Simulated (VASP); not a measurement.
All values below come from r2SCAN meta-GGA, VASP's PBE PAW potentials (set 64) (plane waves; VASP 6.6.1).

VASP input:

POSCAR:
```
InN
1.0
  1.7754082949  -3.0750974423   0.0000000000
  1.7754082949   3.0750974423   0.0000000000
  0.0000000000   0.0000000000   5.7282095623
In N
2 2
Cartesian
  1.7754082949  -1.0250345308   2.8631734442
  1.7754082949   1.0250345308   5.7272782253
  1.7754082949  -1.0250345308   5.0360275423
  1.7754082949   1.0250345308   2.1719227611
```

INCAR:
```
SYSTEM = InN
PREC = Accurate
ENCUT = 520
EDIFF = 1E-6
NELM = 100
ALGO = Normal
LREAL = .FALSE.
LASPH = .TRUE.
ISMEAR = 0
SIGMA = 0.05
METAGGA = R2SCAN
LMIXTAU = .TRUE.
LMAXMIX = 4
LWAVE = .FALSE.
LCHARG = .FALSE.
IBRION = 2
ISIF = 3
NSW = 60
EDIFFG = -0.02
```

File KPOINTS:
```
kpoints
0
G
 7 7 4
```

POTCAR, in this order: In_d N (PBE.64 set). Program: vasp_std.

Output

**OSZICAR**
```
       N       E                     dE             d eps       ncg     rms          rms(c)
DAV:   1     0.307838892529E+03    0.30784E+03   -0.18844E+04  1056   0.233E+03
DAV:   2    -0.289157183008E+02   -0.33675E+03   -0.32942E+03  1116   0.493E+02
DAV:   3    -0.749832633368E+02   -0.46068E+02   -0.45407E+02  1438   0.191E+02
DAV:   4    -0.764193927629E+02   -0.14361E+01   -0.14321E+01  1308   0.365E+01
DAV:   5    -0.764666326876E+02   -0.47240E-01   -0.47235E-01  1380   0.615E+00    0.159E+01
DAV:   6    -0.656381223480E+02    0.10829E+02   -0.18102E+01  1722   0.797E+01    0.123E+01
DAV:   7    -0.632110140262E+02    0.24271E+01   -0.22712E+00  1080   0.140E+01    0.334E+00
DAV:   8    -0.637372221525E+02   -0.52621E+00   -0.63689E-01  1306   0.810E+00    0.250E+00
DAV:   9    -0.634702371227E+02    0.26699E+00   -0.53906E-01  1260   0.815E+00    0.820E-01
DAV:  10    -0.638633232387E+02   -0.39309E+00   -0.32575E-01  1096   0.611E+00    0.277E-01
DAV:  11    -0.638754028751E+02   -0.12080E-01   -0.13695E-02  1340   0.114E+00    0.289E-01
DAV:  12    -0.638766879249E+02   -0.12850E-02   -0.91913E-03  1404   0.170E+00    0.120E-01
DAV:  13    -0.638798142196E+02   -0.31263E-02   -0.54465E-03  1440   0.154E+00    0.525E-02
DAV:  14    -0.638801096265E+02   -0.29541E-03   -0.56654E-04  1296   0.256E-01    0.344E-02
DAV:  15    -0.638803026236E+02   -0.19300E-03   -0.16633E-04  1402   0.151E-01    0.392E-02
DAV:  16    -0.638803067547E+02   -0.41311E-05   -0.74574E-05  1528   0.811E-02    0.283E-02
DAV:  17    -0.638802879910E+02    0.18764E-04   -0.60694E-06  1178   0.261E-02    0.150E-02
DAV:  18    -0.638803179526E+02   -0.29962E-04   -0.69469E-06  1040   0.230E-02    0.669E-03
DAV:  19    -0.638803304989E+02   -0.12546E-04   -0.54026E-06  1048   0.218E-02    0.183E-03
DAV:  20    -0.638803310315E+02   -0.53257E-06   -0.24761E-07   708   0.537E-03
   1 F= -.63880331E+02 E0= -.63880216E+02  d E =-.638803E+02
```

**OUTCAR**
```
------------------------ aborting loop because EDIFF is reached ----------------------------------------
  FORCE on cell =-STRESS in cart. coord.  units (eV):
  Direction    XX          YY          ZZ          XY          YZ          ZX
  --------------------------------------------------------------------------------------
  Total        0.0100852      0.0100852      0.0084742      0.0000000      0.0000000      0.0000000
  in kB        0.2583390      0.2583390      0.2170718      0.0000000      0.0000000      0.0000000
  external PRESSURE =       0.2445833 kB  Pullay stress =       0.0000000 kB
  volume of cell :       62.55
      direct lattice vectors                 reciprocal lattice vectors
     1.775408295 -3.075097442  0.000000000     0.281625360 -0.162596474  0.000000000
     1.775408295  3.075097442  0.000000000     0.281625360  0.162596474  0.000000000
     0.000000000  0.000000000  5.728209562     0.000000000  0.000000000  0.174574619
 POSITION                                       TOTAL-FORCE (eV/Angst)
 -----------------------------------------------------------------------------------
      1.77541     -1.02503      2.86317         0.000000     -0.000000     -0.002019
      1.77541      1.02503      5.72728         0.000000      0.000000     -0.002019
      1.77541     -1.02503      5.03603        -0.000000      0.000000      0.002019
      1.77541      1.02503      2.17192        -0.000000      0.000000      0.002019
 -----------------------------------------------------------------------------------
    total drift:                               -0.000000      0.001481     -0.003177
  FREE ENERGIE OF THE ION-ELECTRON SYSTEM (eV)
  ---------------------------------------------------
  free  energy   TOTEN  =       -63.8803310315 eV

  energy  without entropy=      -63.8801006518  energy(sigma->0) =      -63.88021584

 reached required accuracy - stopping structural energy minimisation
```
(Selected blocks of OUTCAR.)

The compound is InN in the wurtzite structure. It was relaxed first. The start is the result of an earlier pass.
